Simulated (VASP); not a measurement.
Wanted: the native input for a VASP 6.6.1 run.

| Property | Result |
| --- | --- |
| Task | relaxation of cell and atoms |
| Functional | PBE |
| Dispersion | D3(BJ) |
| Potentials or basis | VASP PAW PBE potentials, release 64 (C) |
| Cutoff | 520 eV |
| k mesh | 15 × 15 × 6 |
| Occupations | gaussian, width 0.02 eV |
| Spin | no spin polarisation |
| Further INCAR settings | ALGO = Normal; EDIFF = 1e-07; IBRION = 2; EDIFFG = -0.002; NSW = 80; ISIF = 3 |

The structure of C lies in POSCAR:

```
C
1.0
    2.4560000000      0.0000000000      0.0000000000
   -1.2280000000      2.1269583900      0.0000000000
    0.0000000000      0.0000000000      6.6960000000
C
4
Direct
    0.0000000000      0.0000000000      0.7500000000
    0.0000000000      0.0000000000      0.2500000000
    0.3333333300      0.6666666700      0.7500000000
    0.6666666700      0.3333333300      0.2500000000
```

These files were run (other wordings do the same):

INCAR

```
ALGO = Normal ; EDIFF = 1E-7
EDIFFG = -0.002 ; ENCUT = 520
GGA = PE ; IBRION = 2
ISIF = 3 ; ISMEAR = 0
IVDW = 12 ; LASPH = T
LCHARG = F ; LREAL = F
LWAVE = F ; NELM = 60
NSW = 80 ; PREC = Accurate
SIGMA = 0.02
```

KPOINTS

```
k-points
0
Gamma
  15 15 6
```

Potentials or basis: VASP PAW PBE potentials, release 64 (C).

Run with:

```console
$ cat potpaw_PBE.64/C/POTCAR > POTCAR
$ mpirun -np 1 vasp_std > vasp.out
```

It gave:

The relaxed volume is 8.85 Å³/atom and the relaxed cell is a = 2.466 Å, b = 2.466 Å, c = 6.722 Å, α = 90.00°, β = 90.00°, γ = 120.00°. The space group after relaxing (to 0.05 Å) is P6_3/mmc (No. 194). The energy gained by relaxing is 1.3 meV/atom, the ionic steps are 9 and the pressure after relaxing is 0.0 GPa. The band gap on the k mesh is none (metal or under the smearing width) and the dispersion energy per atom is -0.156 eV.

It took 110 s on 1 thread of Intel(R) Xeon(R) Platinum 8488C (Sapphire Rapids), on a shared host, peak memory 0.17 GiB.
